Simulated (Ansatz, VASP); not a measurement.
**Two plane-wave programs on SiC**

```xyz
4
Lattice="1.9299 -4.8430 0.0000 1.9299 4.8430 0.0000 0.0000 0.0000 3.1606" Properties=species:S:1:pos:R:3 pbc="T T T"
Si    1.9299    3.1280    0.0000
Si    1.9299   -3.1280    0.0000
C     1.9299    4.1558    1.5803
C     1.9299   -4.1558    1.5803
```

Alike in both runs: functional PBE; k mesh 6 × 6 × 6; occupations gaussian, width 0.1 eV; no spin polarisation.

Ansatz relaxed the structure, and its values are those at the end. VASP's run is a single point on that final structure, the one shown.

|  | VASP | Ansatz |
| --- | --- | --- |
| version | VASP 6.6.1 | Ansatz 0.2.0 |
| potentials or method | VASP PAW PBE potentials, release 64 (Si, C) | scalar-relativistic, plane waves, PAW |
| plane-wave cutoff (eV) | 520 | 420 |
| valence electrons in the cell | 16 | 16 |

VASP gave:

| Item | Value |
| --- | --- |
| gap on the k mesh at the Fermi level (eV) | none |
| pressure (GPa) | 0.0 |
| rms of the force components (eV/Å) | 0.018 |

Task: What did Ansatz give for the same quantities?

Result: gap on the k mesh at the Fermi level (eV): none; pressure (GPa): -0.1; rms of the force components (eV/Å): 0.012.

A gap of «none» marks a metal or a gap that the smearing closes.
